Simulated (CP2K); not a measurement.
W:

```
CELL_PARAMETERS angstrom
2.74070 0.00000 0.00000
-0.91357 2.58396 0.00000
-0.91357 -1.29198 2.23777
ATOMIC_POSITIONS crystal
W 0.00000 0.00000 0.00000
```

Program: CP2K 2026.2. Alike in all runs: task atomic charges; potentials or basis POTENTIAL_UZH W GTH-PBE-q14; TZVP-MOLOPT-PBE-GTH basis; no spin polarisation; cell as given; k mesh 12 × 12 × 12; smearing fermi-dirac 0.05 eV.

Q: Order these runs on this cell by their pressure, lowest first.
A. level LDA
B. level r2SCAN
C. level HLE16
D. level optB88-vdW; cutoff of the non-local correlation (Ry) 300
E. level BLYP

A: C (-57.2 GPa), A (-7.0 GPa), B (1.2 GPa), D (4.6 GPa), E (13.9 GPa).

Caveats: the potentials were made for another functional, which shifts forces and pressure; the basis of atomic orbitals isn't converged, which shifts pressures, moduli and gaps; the potentials were made for a functional far from this one (some runs); the cell as given lies far from equilibrium (some runs).

Runs at the PBE level aren't shown here.
